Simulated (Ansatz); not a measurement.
# MnO: the cost of one run

Computed with Ansatz 0.2.0 (DFT PBEsol, scalar-relativistic, unless a step's input says otherwise).

### Step 1. The starting structure

Symmetry: P6_3mc, No. 186, hexagonal system. Conventional cell: a = 3.372 Å, b = 3.372 Å, c = 5.385 Å, α = 90.00°, β = 90.00°, γ = 120.00°. Around Mn (site symmetry 3m) lie 4 O at 1.96 to 2.08 Å. Around O (site symmetry 3m) lie 4 Mn at 1.96 to 2.08 Å.

Coordinates:

```cif
data_structure
_symmetry_space_group_name_H-M 'P 1'
_symmetry_Int_Tables_number 1
_cell_length_a 3.3717
_cell_length_b 3.3717
_cell_length_c 5.3855
_cell_angle_alpha 90.000
_cell_angle_beta 90.000
_cell_angle_gamma 120.000
_cell_volume 53.02
loop_
_atom_site_label
_atom_site_type_symbol
_atom_site_fract_x
_atom_site_fract_y
_atom_site_fract_z
_atom_site_occupancy
Mn1 Mn 0.33333 0.66667 0.01096 1
Mn2 Mn 0.66667 0.33333 0.51096 1
O1 O 0.33333 0.66667 0.37547 1
O2 O 0.66667 0.33333 0.87547 1
```

Atoms are numbered in the order of the input: Mn1, Mn2, O3, O4.

### Step 2. After the deformation

Space group P6_3mc before, P6_3mc after.

### Step 3. LAPW, all electrons

Contents of input.yaml:

```yaml
crystal:
  lattice:
    - [3.3717009293, 0.0, 0.0]
    - [-1.6858504646, 2.9199786587, 0.0]
    - [0.0, 0.0, 5.439355]
  atoms:
    - { symbol: Mn, position: [0.3333333333, 0.6666666667, 0.01096], spin: 4.0 }
    - { symbol: Mn, position: [0.6666666667, 0.3333333333, 0.51096], spin: 4.0 }
    - { symbol: O, position: [0.3333333333, 0.6666666667, 0.37547] }
    - { symbol: O, position: [0.6666666667, 0.3333333333, 0.87547] }
magnetization:
  spin_polarized: true
kpoints:
  mp_grid: { grid: [14, 14, 8] }
  band_path:
    path:
      - [0.0, 0.0, 0.0]
      - [0.5, 0.0, 0.0]
      - [0.3333333333, 0.3333333333, 0.0]
      - [0.0, 0.0, 0.0]
      - [0.0, 0.0, 0.5]
      - [0.5, 0.0, 0.5]
      - [0.3333333333, 0.3333333333, 0.5]
      - [0.0, 0.0, 0.5]
      - [0.5, 0.0, 0.5]
    npoints: 5
scf:
  occupations: { method: fermi_dirac, width: 0.05 }
hamiltonian:
  xc: pbesol
  pseudopotentials: { kind: all_electron, lapw: { basis_error: 0.0005 } }
output:
  forces: true
  stress: true
  eigenvalues: true
```

The run is started by

```console
ansatz run input.yaml --threads 1 --pin off --max-ram 6144MiB --backend cpu --events-out ev --progress --plain --runs-dir out
```

**Question.** How long does this run take on 1 thread of Arm Neoverse V2, shared host, and how much memory does it need?

About 9.8 min, with a peak of 1.4 GiB.
